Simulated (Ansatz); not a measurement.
# BaTiO3: stress in a strained cell

Aim: deform BaTiO3 (equal xx and yy strain of +3 %) and compute stress, forces and field gradients with LAPW, PAW and all-electron datasets made for the crystal.

Method: DFT PBE, scalar-relativistic, in Ansatz 0.2.0.

**1. Starting point**

It takes space group P4/mmm (No. 123, tetragonal). Conventional cell: a = 4.000 Å, b = 4.000 Å, c = 4.018 Å, α = 90.00°, β = 90.00°, γ = 90.00°. Ba (site symmetry 4/mmm) is surrounded by 12 O at 2.83 Å. Ti (site symmetry 4/mmm) has 6 O at 2.00 to 2.01 Å as nearest neighbours. Around O (site symmetry 4/mmm) lie 2 Ti at 2.01 Å and 4 Ba at 2.83 Å. O (site symmetry mmm) has 2 Ti at 2.00 Å and 4 Ba at 2.83 Å as nearest neighbours.

Coordinates:

```cif
data_structure
_symmetry_space_group_name_H-M 'P4/mmm'
_symmetry_Int_Tables_number 123
_cell_length_a 3.9998
_cell_length_b 3.9998
_cell_length_c 4.0180
_cell_angle_alpha 90.000
_cell_angle_beta 90.000
_cell_angle_gamma 90.000
_cell_volume 64.28
loop_
_atom_site_label
_atom_site_type_symbol
_atom_site_symmetry_multiplicity
_atom_site_Wyckoff_symbol
_atom_site_fract_x
_atom_site_fract_y
_atom_site_fract_z
_atom_site_occupancy
Ba1 Ba 1 a 0.00000 0.00000 0.00000 1
Ti1 Ti 1 d 0.50000 0.50000 0.50000 1
O1 O 1 c 0.50000 0.50000 0.00000 1
O2 O 2 e 0.50000 0.00000 0.50000 1
```

The file gives the conventional cell by its symmetry; the runs use the cell typed in the input.

Atoms are numbered in the order of the input: Ba1, Ti2, O3, O4, O5.

**2. The deformed structure**

Space group P4/mmm before, P4/mmm after.

**3. All-electron LAPW**

Input file input.yaml:

```yaml
crystal:
  lattice:
    - [4.119794, 0.0, 0.0]
    - [0.0, 4.119794, 0.0]
    - [0.0, 0.0, 4.018]
  atoms:
    - { symbol: Ba, position: [0.0, 0.0, 0.0] }
    - { symbol: Ti, position: [0.5, 0.5, 0.5] }
    - { symbol: O, position: [0.5, 0.5, 0.0] }
    - { symbol: O, position: [0.5, 0.0, 0.5] }
    - { symbol: O, position: [0.0, 0.5, 0.5] }
kpoints:
  mp_grid: { grid: [7, 7, 7] }
  band_path:
    path:
      - [0.0, 0.0, 0.0]
      - [0.0, 0.5, 0.0]
      - [0.5, 0.5, 0.0]
      - [0.0, 0.0, 0.0]
      - [0.0, 0.0, 0.5]
      - [0.0, 0.5, 0.5]
      - [0.5, 0.5, 0.5]
      - [0.0, 0.0, 0.5]
      - [0.0, 0.5, 0.0]
    npoints: 5
scf:
  occupations: { method: fermi_dirac, width: 0.03 }
hamiltonian:
  xc: pbe
  pseudopotentials: { kind: all_electron, lapw: { basis_error: 0.001 } }
output:
  forces: true
  stress: true
  eigenvalues: true
```

Launch:

```console
ansatz run input.yaml --threads 2 --pin off --max-ram 6144MiB --backend cpu --events-out ev --progress --plain --runs-dir out
```

**4. Frozen-core PAW**

Input file input.yaml:

```yaml
crystal:
  lattice:
    - [4.119794, 0.0, 0.0]
    - [0.0, 4.119794, 0.0]
    - [0.0, 0.0, 4.018]
  atoms:
    - { symbol: Ba, position: [0.0, 0.0, 0.0] }
    - { symbol: Ti, position: [0.5, 0.5, 0.5] }
    - { symbol: O, position: [0.5, 0.5, 0.0] }
    - { symbol: O, position: [0.5, 0.0, 0.5] }
    - { symbol: O, position: [0.0, 0.5, 0.5] }
kpoints:
  mp_grid: { grid: [7, 7, 7] }
scf:
  occupations: { method: fermi_dirac, width: 0.03 }
hamiltonian:
  xc: pbe
  pseudopotentials: { kind: paw }
output:
  forces: true
  stress: true
  eigenvalues: true
  efg: { contact_densities: true }
  write_density: true
  write_potential: true
  elf: true
  volumetric_format: npy
```

**5. Datasets made for this crystal**

input.yaml, as its differences from that of step 4:

```diff
@@ -17,3 +17,3 @@
   xc: pbe
-  pseudopotentials: { kind: paw }
+  pseudopotentials: { kind: all_electron, datasets: crystal }
 output:
@@ -23,5 +23 @@
   efg: { contact_densities: true }
-  write_density: true
-  write_potential: true
-  elf: true
-  volumetric_format: npy
```

(Steps that only read results are left out.)

What does the calculation give? Wanted: pressure; largest shear or deviatoric stress.

**Answer**, as computed:

```
                                 quantity                                              value
                                 pressure  LAPW -7.01, PAW -7.04, crystal datasets -7.01 GPa
largest shear or deviatoric stress (LAPW)                                           2.43 GPa
```

What this shows: The largest part of the stress beyond the pressure is 2.43 GPa in size, in the zz component; the atoms are carried along and not relaxed. No run of the undeformed cell stands beside it, so the pressure holds what the given cell had before the change. PAW: stress within 0.03 GPa of LAPW. Crystal datasets: stress within 0.01 GPa of LAPW. Spin-orbit coupling is left out, though the cell holds Ba; in elements this heavy it can shift bands and gaps by tenths of an eV.

The gaps are Kohn-Sham values of a semilocal functional, not quasiparticle or optical gaps. Such gaps usually fall short of the measured ones.
